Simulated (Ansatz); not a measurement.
# TiTe under changes of volume

One of the cells (20.463 Å³/atom); the others are scaled copies at fixed shape and fractional positions:

```
Te Ti
1.0
     3.84200    0.00000    0.00000
    -1.92100    3.32727    0.00000
     0.00000    0.00000    6.40300
Te Ti
2 2
Direct
  0.66667 0.33333 0.75000
  0.33333 0.66667 0.25000
  0.00000 0.00000 0.50000
  0.00000 0.00000 0.00000
```

- Program: Ansatz 0.2.0
- Functional: PBEsol
- Potentials or basis: all-electron LAPW, scalar-relativistic
- Cutoff: 250 eV (chosen from the basis error)
- Basis error allowed: 0.001 eV/atom
- k mesh: 8 × 8 × 4
- Occupations: fermi-dirac, width 0.05 eV
- Spin: no spin polarisation

```csv
volume (Å³/atom),energy over the lowest point (meV/atom),pressure (GPa)
19.235,?,?
19.644,35.85,8.3
20.054,18.08,5.7
20.463,6.59,3.4
20.872,0.75,1.3
21.281,0.00,-0.6
21.691,3.84,-2.3
```

Question: What does the run at 19.235 Å³/atom give?

Answer: Energy over the lowest point 60.59 meV/atom; pressure 11.2 GPa.

Worked out: A Birch-Murnaghan fit of order 3 (a polynomial in V^(-2/3)) to the other rows has its minimum at 21.14 Å³/atom with B0 = V·E''(V) = 96 GPa and B' = 4.3 at fixed shape and positions, which overstates the stiffness. It gives 60.53 meV/atom at 19.235 Å³/atom, against the run's 60.59, and -dE/dV = 11.1 GPa, against 11.2.

Energies are extrapolated to zero smearing.
